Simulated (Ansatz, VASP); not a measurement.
Two plane-wave programs on CdTe

```
Cd Te
1.0
     0.00000    3.28211    3.28211
     3.28211    0.00000    3.28211
     3.28211    3.28211    0.00000
Cd Te
1 1
Direct
  0.00000 0.00000 0.00000
  0.75000 0.75000 0.75000
```

Change from the starting cell: volume scaled by 1, PAW files.

Alike in both runs: task single point; functional PBE; k mesh 8 × 8 × 8; occupations fermi-dirac, width 0.03 eV; no spin polarisation.

|  | VASP | Ansatz |
| --- | --- | --- |
| version | VASP 6.6.1 | Ansatz 0.2.0 |
| potentials or method | VASP PAW PBE potentials, release 64 (Cd, Te) | PAW with Ansatz's default frozen-core files, scalar-relativistic |
| plane-wave cutoff (eV) | 520 | 420 |
| valence electrons in the cell | 18 | 36 |

```csv
,VASP,Ansatz,Ansatz less VASP
pressure (GPa),1.0,0.9,-0.12
```

The two sets of potentials don't hold the same shells in valence.
